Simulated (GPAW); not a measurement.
Wanted: an ASE script for a GPAW 26.7.0 run.

- Task: band structure
- Functional: mBEEF
- Potentials or basis: GPAW PAW data sets (gpaw-data 1.2.1)
- Cutoff: 600 eV
- Basis: pw
- k mesh: 9 × 9 × 9
- Occupations: fermi-dirac, width 0.05 eV
- Spin: spin-orbit coupling, no magnetisation
- Maxiter: 150
- Band path: GXWKGLUWLK,UX
- Band points: 80
- spin axis theta (degrees): 0
- spin axis phi (degrees): 0
- Soc after scf: second variation without the xc potential

The structure of Pd lies in Pd.cif:

```cif
data_Pd
_cell_length_a 3.89300000
_cell_length_b 3.89300000
_cell_length_c 3.89300000
_cell_angle_alpha 90.00000000
_cell_angle_beta 90.00000000
_cell_angle_gamma 90.00000000
_space_group_name_H-M_alt 'Fm-3m'
_space_group_name_Hall '-F 4 2 3'
_space_group_IT_number 225
loop_
_space_group_symop_operation_xyz
'x,y,z'
'-x,-y,-z'
'-y,x,z'
'y,-x,-z'
'-x,-y,z'
'x,y,-z'
'y,-x,z'
'-y,x,-z'
'x,-y,-z'
'-x,y,z'
'-y,-x,-z'
'y,x,z'
'-x,y,-z'
'x,-y,z'
'y,x,-z'
'-y,-x,z'
'z,x,y'
'-z,-x,-y'
'z,-y,x'
'-z,y,-x'
'z,-x,-y'
'-z,x,y'
'z,y,-x'
'-z,-y,x'
'-z,x,-y'
'z,-x,y'
'-z,-y,-x'
'z,y,x'
'-z,-x,y'
'z,x,-y'
'-z,y,x'
'z,-y,-x'
'y,z,x'
'-y,-z,-x'
'x,z,-y'
'-x,-z,y'
'-y,z,-x'
'y,-z,x'
'-x,z,y'
'x,-z,-y'
'-y,-z,x'
'y,z,-x'
'-x,-z,-y'
'x,z,y'
'y,-z,-x'
'-y,z,x'
'x,-z,y'
'-x,z,-y'
'x,y+1/2,z+1/2'
'-x,-y+1/2,-z+1/2'
'-y,x+1/2,z+1/2'
'y,-x+1/2,-z+1/2'
'-x,-y+1/2,z+1/2'
'x,y+1/2,-z+1/2'
'y,-x+1/2,z+1/2'
'-y,x+1/2,-z+1/2'
'x,-y+1/2,-z+1/2'
'-x,y+1/2,z+1/2'
'-y,-x+1/2,-z+1/2'
'y,x+1/2,z+1/2'
'-x,y+1/2,-z+1/2'
'x,-y+1/2,z+1/2'
'y,x+1/2,-z+1/2'
'-y,-x+1/2,z+1/2'
'z,x+1/2,y+1/2'
'-z,-x+1/2,-y+1/2'
'z,-y+1/2,x+1/2'
'-z,y+1/2,-x+1/2'
'z,-x+1/2,-y+1/2'
'-z,x+1/2,y+1/2'
'z,y+1/2,-x+1/2'
'-z,-y+1/2,x+1/2'
'-z,x+1/2,-y+1/2'
'z,-x+1/2,y+1/2'
'-z,-y+1/2,-x+1/2'
'z,y+1/2,x+1/2'
'-z,-x+1/2,y+1/2'
'z,x+1/2,-y+1/2'
'-z,y+1/2,x+1/2'
'z,-y+1/2,-x+1/2'
'y,z+1/2,x+1/2'
'-y,-z+1/2,-x+1/2'
'x,z+1/2,-y+1/2'
'-x,-z+1/2,y+1/2'
'-y,z+1/2,-x+1/2'
'y,-z+1/2,x+1/2'
'-x,z+1/2,y+1/2'
'x,-z+1/2,-y+1/2'
'-y,-z+1/2,x+1/2'
'y,z+1/2,-x+1/2'
'-x,-z+1/2,-y+1/2'
'x,z+1/2,y+1/2'
'y,-z+1/2,-x+1/2'
'-y,z+1/2,x+1/2'
'x,-z+1/2,y+1/2'
'-x,z+1/2,-y+1/2'
'x+1/2,y,z+1/2'
'-x+1/2,-y,-z+1/2'
'-y+1/2,x,z+1/2'
'y+1/2,-x,-z+1/2'
'-x+1/2,-y,z+1/2'
'x+1/2,y,-z+1/2'
'y+1/2,-x,z+1/2'
'-y+1/2,x,-z+1/2'
'x+1/2,-y,-z+1/2'
'-x+1/2,y,z+1/2'
'-y+1/2,-x,-z+1/2'
'y+1/2,x,z+1/2'
'-x+1/2,y,-z+1/2'
'x+1/2,-y,z+1/2'
'y+1/2,x,-z+1/2'
'-y+1/2,-x,z+1/2'
'z+1/2,x,y+1/2'
'-z+1/2,-x,-y+1/2'
'z+1/2,-y,x+1/2'
'-z+1/2,y,-x+1/2'
'z+1/2,-x,-y+1/2'
'-z+1/2,x,y+1/2'
'z+1/2,y,-x+1/2'
'-z+1/2,-y,x+1/2'
'-z+1/2,x,-y+1/2'
'z+1/2,-x,y+1/2'
'-z+1/2,-y,-x+1/2'
'z+1/2,y,x+1/2'
'-z+1/2,-x,y+1/2'
'z+1/2,x,-y+1/2'
'-z+1/2,y,x+1/2'
'z+1/2,-y,-x+1/2'
'y+1/2,z,x+1/2'
'-y+1/2,-z,-x+1/2'
'x+1/2,z,-y+1/2'
'-x+1/2,-z,y+1/2'
'-y+1/2,z,-x+1/2'
'y+1/2,-z,x+1/2'
'-x+1/2,z,y+1/2'
'x+1/2,-z,-y+1/2'
'-y+1/2,-z,x+1/2'
'y+1/2,z,-x+1/2'
'-x+1/2,-z,-y+1/2'
'x+1/2,z,y+1/2'
'y+1/2,-z,-x+1/2'
'-y+1/2,z,x+1/2'
'x+1/2,-z,y+1/2'
'-x+1/2,z,-y+1/2'
'x+1/2,y+1/2,z'
'-x+1/2,-y+1/2,-z'
'-y+1/2,x+1/2,z'
'y+1/2,-x+1/2,-z'
'-x+1/2,-y+1/2,z'
'x+1/2,y+1/2,-z'
'y+1/2,-x+1/2,z'
'-y+1/2,x+1/2,-z'
'x+1/2,-y+1/2,-z'
'-x+1/2,y+1/2,z'
'-y+1/2,-x+1/2,-z'
'y+1/2,x+1/2,z'
'-x+1/2,y+1/2,-z'
'x+1/2,-y+1/2,z'
'y+1/2,x+1/2,-z'
'-y+1/2,-x+1/2,z'
'z+1/2,x+1/2,y'
'-z+1/2,-x+1/2,-y'
'z+1/2,-y+1/2,x'
'-z+1/2,y+1/2,-x'
'z+1/2,-x+1/2,-y'
'-z+1/2,x+1/2,y'
'z+1/2,y+1/2,-x'
'-z+1/2,-y+1/2,x'
'-z+1/2,x+1/2,-y'
'z+1/2,-x+1/2,y'
'-z+1/2,-y+1/2,-x'
'z+1/2,y+1/2,x'
'-z+1/2,-x+1/2,y'
'z+1/2,x+1/2,-y'
'-z+1/2,y+1/2,x'
'z+1/2,-y+1/2,-x'
'y+1/2,z+1/2,x'
'-y+1/2,-z+1/2,-x'
'x+1/2,z+1/2,-y'
'-x+1/2,-z+1/2,y'
'-y+1/2,z+1/2,-x'
'y+1/2,-z+1/2,x'
'-x+1/2,z+1/2,y'
'x+1/2,-z+1/2,-y'
'-y+1/2,-z+1/2,x'
'y+1/2,z+1/2,-x'
'-x+1/2,-z+1/2,-y'
'x+1/2,z+1/2,y'
'y+1/2,-z+1/2,-x'
'-y+1/2,z+1/2,x'
'x+1/2,-z+1/2,y'
'-x+1/2,z+1/2,-y'
loop_
_atom_site_label
_atom_site_type_symbol
_atom_site_symmetry_multiplicity
_atom_site_Wyckoff_symbol
_atom_site_fract_x
_atom_site_fract_y
_atom_site_fract_z
_atom_site_occupancy
Pd1 Pd 4 a 0.0000000000 0.0000000000 0.0000000000 1
```

One way to write it, as run:

run.py

```python
import numpy as np
import spglib
from ase import Atoms
from ase.dft.bandgap import bandgap
from ase.io import read, write
from ase.units import GPa
from gpaw import GPAW, PW
from gpaw.spinorbit import soc_eigenstates

atoms = read('Pd.cif')
cell, positions, numbers = spglib.find_primitive(
    (atoms.cell[:], atoms.get_scaled_positions(), atoms.numbers), symprec=1e-4)
atoms = Atoms(numbers, cell=cell, scaled_positions=positions, pbc=True)

calc = GPAW(mode=PW(600),
            xc='mBEEF',
            kpts={'size': (9, 9, 9), 'gamma': True},
            occupations={'name': 'fermi-dirac', 'width': 0.05},
            nbands=17,
            convergence={'density': 1e-05, 'energy': 1e-05},
            maxiter=150,
            txt='gpaw.txt')
atoms.calc = calc
energy = atoms.get_potential_energy()
forces = atoms.get_forces()
stress = atoms.get_stress()
calc.write('gs.gpw')
write('result.traj', atoms)
print(f'Energy: {energy:.6f} eV')
print('Forces (eV/A):')
print(forces.round(4))
print('Stress (GPa):', (stress / GPa).round(3))
print('Fermi level:', round(calc.get_fermi_level(), 4), 'eV')
print(f'Gap: {bandgap(calc)[0]:.4f} eV, direct: {bandgap(calc, direct=True)[0]:.4f} eV')

path = atoms.cell.bandpath('GXWKGLUWLK,UX', npoints=80, eps=1e-4)
bs_calc = calc.fixed_density(kpts=path, symmetry='off', nbands=25,
                             convergence={'bands': 'CBM+6.0', 'eigenstates': 1e-6}, txt='bands.txt')
bs = bs_calc.band_structure()
bs.write('bs.json')
print(f'Gap on the path: {bandgap(bs_calc)[0]:.4f} eV')

soc = soc_eigenstates(bs_calc, theta=0, phi=0, ignore_xc_potential=True)
np.savetxt('soc_bands.dat', soc.eigenvalues(), fmt='%.4f')
mesh = soc_eigenstates('gs.gpw', theta=0, phi=0, ignore_xc_potential=True)
np.savetxt('soc_mesh.dat', mesh.eigenvalues(), fmt='%.4f')
print('Fermi level with spin-orbit coupling:', round(mesh.fermi_level, 4), 'eV')
```

Potentials or basis: GPAW PAW data sets (gpaw-data 1.2.1), pw.

The run is started by

```bash
$ OMP_NUM_THREADS=1 python run.py
```

It gave:

```
Pressure                : 0.1 GPa
Band gap along the path : none (metal or under the smearing width)
```

Caveat: spin-orbit coupling was added after a scalar SCF, so levels and gaps hold it while energy, forces, pressure and moments don't; this program's spin-orbit splittings come out too wide for heavy elements; the PAW data sets were made with another functional, which shifts forces and pressure a little.

Run time: 36 s on 1 thread of Arm Neoverse V1 (shared host), peak memory 0.27 GiB.
